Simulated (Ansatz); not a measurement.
Crystal: K.

```xyz
1
Lattice="-2.6976 2.6976 2.6976 2.6976 -2.6976 2.6976 2.6976 2.6976 -2.6976" Properties=species:S:1:pos:R:3 pbc="T T T"
K     0.0000    0.0000    0.0000
```

- Program: Ansatz 0.2.0
- Task: relaxation of cell and atoms
- Functional: PBE
- Potentials or basis: Ansatz PAW
- Cutoff: 420 eV (not typed: the program's choice for these potentials)
- k mesh: 7 × 7 × 7
- Occupations: fermi-dirac, width 0.05 eV
- Spin: no spin polarisation

At the start: volume 78.52 Å³/atom.

Problem. How do energy, volume and symmetry change on relaxing?

Solution. It ends after 4 steps and the volume is 73.25 Å³/atom (-6.7 %); space group Im-3m (No. 229, to 0.05 Å).

The path:
```tsv
step	energy change (eV)	largest force (eV/Å)	volume (Å³)
1	0.0000	0.0000	78.52
2	-0.0006	0.0000	78.03
3	-0.0032	0.0000	73.25
4	-0.0032	0.0000	73.25
```

Final structure:
```
K
1.0
    -2.63582    2.63582    2.63582
     2.63582   -2.63582    2.63582
     2.63582    2.63582   -2.63582
K
1
Direct
  0.00000 0.00000 0.00000
```

Caveat: the plane-wave basis is chosen anew once the cell has moved, so the energies of steps on either side of that aren't comparable.
